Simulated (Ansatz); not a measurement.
SrO:

```
CELL_PARAMETERS angstrom
0.00000 2.56630 2.56630
2.56630 0.00000 2.56630
2.56630 2.56630 0.00000
ATOMIC_POSITIONS crystal
Sr 0.50000 0.50000 0.50000
O 0.00000 0.00000 0.00000
```

| Item | Value |
| --- | --- |
| Program | Ansatz 0.2.0 |
| Task | relaxation of cell and atoms |
| Functional | revPBE |
| Dispersion | D4 |
| Potentials or basis | Ansatz PAW |
| Cutoff | 420 eV (not typed: the program's choice for these potentials) |
| k mesh | 9 × 9 × 9 |
| Occupations | fermi-dirac, width 0.05 eV |
| Spin | no spin polarisation |

At the start: volume 16.90 Å³/atom.

Problem. How do energy, volume and symmetry change on relaxing?

Solution. It ends after 7 steps and the volume is 17.40 Å³/atom (+3.0 %); space group Fm-3m (No. 225, to 0.05 Å).

Step by step:
```csv
step,energy change (eV),largest force (eV/Å),volume (Å³)
1,0.0000,0.0000,33.80
2,0.0021,0.0000,35.64
3,-0.0055,0.0000,34.79
4,-0.0056,0.0000,34.75
5,-0.0079,0.0000,34.75
6,-0.0078,0.0000,34.80
7,-0.0079,0.0000,34.80
```

Final structure:
```cif
data_structure
_symmetry_space_group_name_H-M 'P 1'
_symmetry_Int_Tables_number 1
_cell_length_a 3.6647
_cell_length_b 3.6647
_cell_length_c 3.6647
_cell_angle_alpha 60.000
_cell_angle_beta 60.000
_cell_angle_gamma 60.000
_cell_volume 34.80
loop_
_atom_site_label
_atom_site_type_symbol
_atom_site_fract_x
_atom_site_fract_y
_atom_site_fract_z
_atom_site_occupancy
Sr1 Sr 0.50000 0.50000 0.50000 1
O1 O 0.00000 0.00000 0.00000 1
```

Caveat: the plane-wave basis is chosen anew once the cell has moved, so the energies of steps on either side of that aren't comparable; the pressure holds a Pulay correction of +0.3 GPa for the finite cutoff; the PAW data sets come from PBE, with cores solved anew for the run's functional, which leaves a small shift of forces and pressure.
